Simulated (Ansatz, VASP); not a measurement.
# One calculation of As, two programs

File INCAR:

```
SYSTEM = As
  PREC = Accurate
  ENCUT = 520
  EDIFF = 1E-6
  ISMEAR = 1
  SIGMA = 1.0
  LREAL = .False.
  LASPH = .True.
  NELM = 100
  ALGO = Normal
  ISIF = 2
  LWAVE = .False.
  LCHARG = .False.
  GGA = PE
  NBANDS = 12
```

KPOINTS

```
Automatic mesh
0
Gamma
  10 10 10
  0 0 0
```

File POSCAR:

```
As
1.0
    1.9036109523      1.0990502958      3.6081612956
   -1.9036109523      1.0990502958      3.6081612956
    0.0000000000     -2.1981005915      3.6081612956
As
2
Direct
    0.7737100447      0.7737100447      0.7737100447
    0.2262899553      0.2262899553      0.2262899553
```

Input for Ansatz:

```yaml
crystal:
  lattice:
    - [1.9036109523, 1.0990502958, 3.6081612956]
    - [-1.9036109523, 1.0990502958, 3.6081612956]
    - [0.0, -2.1981005915, 3.6081612956]
  atoms:
    - { symbol: As, position: [0.7737100447, 0.7737100447, 0.7737100447] }
    - { symbol: As, position: [0.2262899553, 0.2262899553, 0.2262899553] }
hamiltonian:
  xc: pbe
  pseudopotentials:
    kind: paw
    azcp:
      As: "pseudopotentials/As.paw.azcp"
basis:
  ecutwfc: 420
  fft_grid_basis: typed
kpoints:
  mp_grid: { grid: [10, 10, 10], shift: [0, 0, 0] }
magnetization:
  spin_polarized: false
scf:
  occupations: { method: methfessel_paxton, width: 1.0 }
  lower_state_search: "off"
output:
  stress: true
```

Alike in both runs: task single point; functional PBE; k mesh 10 × 10 × 10; occupations methfessel-paxton of order 1, width 1 eV; no spin polarisation.

|  | VASP | Ansatz |
| --- | --- | --- |
| version | VASP 6.6.1 | Ansatz 0.2.0 |
| potentials or method | VASP PAW PBE potentials, release 64 (As) | plane waves (420 eV) with PAW, scalar-relativistic |
| plane-wave cutoff (eV) | 520 | 420 |
| valence electrons in the cell | 10 | 30 |

VASP gave:

- pressure (GPa): 0.1
- largest component of the traceless stress (GPa): 0.30

Question: What did Ansatz give for the same quantities?

Answer: Pressure (GPa): -0.2; largest component of the traceless stress (GPa): 0.37.

The functional is the same, so the differences come from potentials, cutoffs and numerics. The two sets of potentials don't hold the same shells in valence.
